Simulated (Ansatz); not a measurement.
Level of theory: DFT PBE, scalar-relativistic, plane waves, PAW (Ansatz 0.2.0). Settings: cutoff 420 eV, Γ-centred meshes spaced at most about 0.3 Å⁻¹, and about 0.25 Å⁻¹ or finer for metals (2π included), Gaussian smearing. No spin polarisation.

Temperature and zero-point effects are left out.

Task: Order these relaxed structures of GaSe₄ by energy, lowest first, with the energy over the lowest of them.
A.

```xyz
10
Lattice="3.7893 0.0000 0.0000 -1.8947 3.2817 0.0000 0.0000 0.0000 21.9733" Properties=species:S:1:pos:R:3 pbc="T T T"
Ga    0.0000    0.0000    1.2307
Ga    0.0000    0.0000   20.7426
Se    0.0000    2.1878    2.4122
Se    1.8947    1.0939   19.5610
Se    0.0000    2.1878   15.7127
Se    0.0000    0.0000   14.1615
Se    0.0000    0.0000    7.8118
Se    0.0000    2.1878    9.3659
Se    1.8947    1.0939   12.6073
Se    1.8947    1.0939    6.2606
```

B.

```xyz
10
Lattice="5.3398 0.0000 0.0000 0.0000 5.3398 0.0000 0.0000 0.0000 9.7446" Properties=species:S:1:pos:R:3 pbc="T T T"
Ga    2.6699    2.6699    4.8723
Ga    0.0000    0.0000    0.0000
Se    4.3448    2.0205    8.7065
Se    4.6904    1.6749    3.8342
Se    0.6493    3.6648    3.8342
Se    3.3192    4.3448    1.0381
Se    1.6749    0.6493    5.9104
Se    3.6648    4.6904    5.9104
Se    0.9949    3.3192    8.7065
Se    2.0205    0.9949    1.0381
```

Result: A (0 meV/atom), B (22 meV/atom). Forms: A P-3m1; B P-42_1c. Counting Se atoms around Ga (those within 1.25 times the shortest such distance or 1.15 times the sum of covalent radii): A has Ga 3; B has Ga 4. B holds Se–Se pairs (shortest 2.38 Å); in A the shortest Se–Se distance is 2.68 Å, near bonding range too. Both come from invented guesses.

For metals, differences of a few meV/atom aren't resolved. No dispersion correction is applied, so the spacing and binding between layers, chains or molecules are poorly described (P-3m1, P-42_1c), and this can change margins and order among such cells. Cells relaxed within their symmetry can be saddle points. Some structure types and database cells were kept out of the candidates from the start, so a known form may be missing.
